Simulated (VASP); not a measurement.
Runs of VASP 6.6.1 on ZnGeP2. It takes space group I-42d (No. 122, tetragonal). The conventional cell has a = 5.427 Å, b = 5.427 Å, c = 10.710 Å, α = 90.00°, β = 90.00°, γ = 90.00°. Zn (site symmetry -4) has 4 P at 2.35 Å as nearest neighbours. Around Ge (site symmetry -4) lie 4 P at 2.33 Å. P (site symmetry 2) is surrounded by 2 Ge at 2.33 Å and 2 Zn at 2.35 Å. 

```tsv
task	level	potentials or basis	cell	cutoff (eV)	gap on the mesh (eV)	pressure (GPa)	largest force (eV/Å)
band structure	PBE	VASP PAW PBE potentials, release 64 (Zn, Ge_d, P)	as given	520	(a)	3.2	0.04
band structure	LDA	VASP PAW LDA potentials, release 64 (Zn, Ge_d, P)	as given	520	1.11	-2.1	0.05
band structure	r2SCAN	VASP PAW PBE potentials, release 64 (Zn, Ge_d, P)	as given	520	1.46	0.7	0.13
relaxation of cell and atoms	PBEsol	VASP PAW PBE potentials, release 64 (Zn, Ge_d, P)	relaxed	600	(b)	0.0	-
```

Alike in all rows: no spin polarisation; k mesh 8 × 8 × 8; smearing gaussian 0.03 eV.

Problem. Fill in the values left out.

Solution. (a) 1.23; (b) 1.14.

Caveats: the PAW data sets were made with another functional, which shifts forces and pressure a little (some runs); the relaxation stopped at its first step, so nothing moved (some runs).

A k mesh can miss the band edges, and the runs leave out spin-orbit coupling on Ge.
